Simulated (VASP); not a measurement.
The system is MgSe.

```
Se Mg
1.0
     0.00000    2.72550    2.72550
     2.72550    0.00000    2.72550
     2.72550    2.72550    0.00000
Se Mg
1 1
Cartesian
  2.7255 2.7255 2.7255
  0.0000 0.0000 0.0000
```

Base run:

| Quantity | Value |
| --- | --- |
| Program | VASP 6.6.1 |
| Functional | PBE |
| Potentials or basis | VASP PAW PBE potentials, release 64 (Se_GW, Mg_GW) |
| Cutoff | 450 eV |
| k mesh | 8 × 8 × 8 |
| Occupations | gaussian, width 0.02 eV |
| Spin | no spin polarisation |

Its results: band gap on the k mesh 1.80 eV, indirect (least direct gap 2.58 eV).

Q: The run is repeated on the same cell with these changes: functional from PBE to LDA; potentials or basis from VASP PAW PBE potentials, release 64 (Se_GW, Mg_GW) to VASP PAW LDA potentials, release 64 (Se, Mg); cutoff from 450 eV to 520 eV. What comes out?

A: Band gap on the k mesh 1.65 eV, indirect (least direct gap 2.40 eV).

Not every run made on this cell is shown here.
